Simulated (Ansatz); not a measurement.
Li₃N in space group P6/mmm (No. 191; Li on 1b, Li on 2c, N on 1a), plane-wave PAW LDA (Ansatz code). The conduction-band minimum lies at L, with 3 equivalent valleys. Second derivatives d²E/dk² of the lowest band at one valley (eV·Å²), along Cartesian directions:

| direction | d²E/dk² |
|---|---|
| [100] | 7.518 |
| [010] | 35.00 |
| [001] | 23.16 |
| [110] | 21.27 |
| [101] | 15.34 |
| [011] | 29.08 |

Question: Find the principal effective masses, the density-of-states mass and the conductivity mass.

Answer: Off-diagonal terms follow from H_xy = H[110] − (H_xx + H_yy)/2, and m*/mₑ = 7.620 eV·Å² over each eigenvalue: 0.22, 0.33, 1.0. One valley's DOS mass (m₁m₂m₃)^(1/3) = 0.42, conductivity mass 3/(Σ 1/mᵢ) = 0.35 mₑ.

Question: What effective density of states Nc follows at 300 K for parabolic valleys?

Answer: Nc = 2.509e19 × 3 × (0.42)^(3/2) ≈ 2.0e19 cm⁻³.

The cell was relaxed with LDA under the symmetry of its start. At this level the phase is dynamically unstable (imaginary phonons).

Potentials: the later of the program's two PAW sets.

Edges and masses are those of Kohn–Sham bands, whose gap is no quasiparticle gap.
